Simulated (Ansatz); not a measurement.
Wanted: the native input for an Ansatz 0.2.0 run.

| Property | Result |
| --- | --- |
| Task | relaxation of cell and atoms |
| Functional | PBE |
| Potentials or basis | Ansatz PAW |
| Cutoff | 420 eV (not typed: the program's choice for these potentials) |
| k mesh | 11 × 11 × 11 |
| Occupations | fermi-dirac, width 0.05 eV |
| Spin | no spin polarisation |
| Target pressure | 2 GPa |
| Target pressure (GPa) | 2 |

Crystal: Ta.

```
Ta
1.0
    -1.65128    1.65128    1.65128
     1.65128   -1.65128    1.65128
     1.65128    1.65128   -1.65128
Ta
1
Direct
  0.00000 0.00000 0.00000
```

These files were run (other wordings do the same):

input.yaml

```yaml
crystal:
  lattice:
    - [-1.65128, 1.65128, 1.65128]
    - [1.65128, -1.65128, 1.65128]
    - [1.65128, 1.65128, -1.65128]
  atoms:
    - { symbol: Ta, position: [0.0, 0.0, 0.0] }
hamiltonian:
  xc: pbe
  pseudopotentials: { kind: paw }
kpoints:
  mp_grid: { grid: [11, 11, 11] }
scf:
  occupations: { method: fermi_dirac, width: 0.05 }
output:
  forces: true
  stress: true
  eigenvalues: true
relax:
  f_tol: 0.01
  max_steps: 40
  cell: { stress_tol: 0.05, p_target: 2.0 }
```

Potentials or basis: Ansatz PAW.

Command:

```sh
$ ansatz run input.yaml --threads 2 --pin off --max-ram 5632MiB --backend cpu --events-out ev --progress --plain --runs-dir out
```

Results of the run:

```json
{
  "Relaxed volume": "18.06 Å³/atom",
  "Relaxed cell": "a = 2.863 Å, b = 2.863 Å, c = 2.863 Å, α = 109.47°, β = 109.47°, γ = 109.47°",
  "Space group after relaxing (to 0.05 Å)": "Im-3m (No. 229)",
  "Energy change on relaxing (the enthalpy is what falls)": "-0.8 meV/atom",
  "Ionic steps": "3",
  "Pressure after relaxing": "2.0 GPa",
  "Band gap on the k mesh": "none (metal or under the smearing width)"
}
```

Caveat: the plane-wave basis is chosen anew once the cell has moved, so the energies of steps on either side of that aren't comparable.

It took 1.7 s on 2 threads of Arm Neoverse V2 (shared host), peak memory 0.27 GiB.
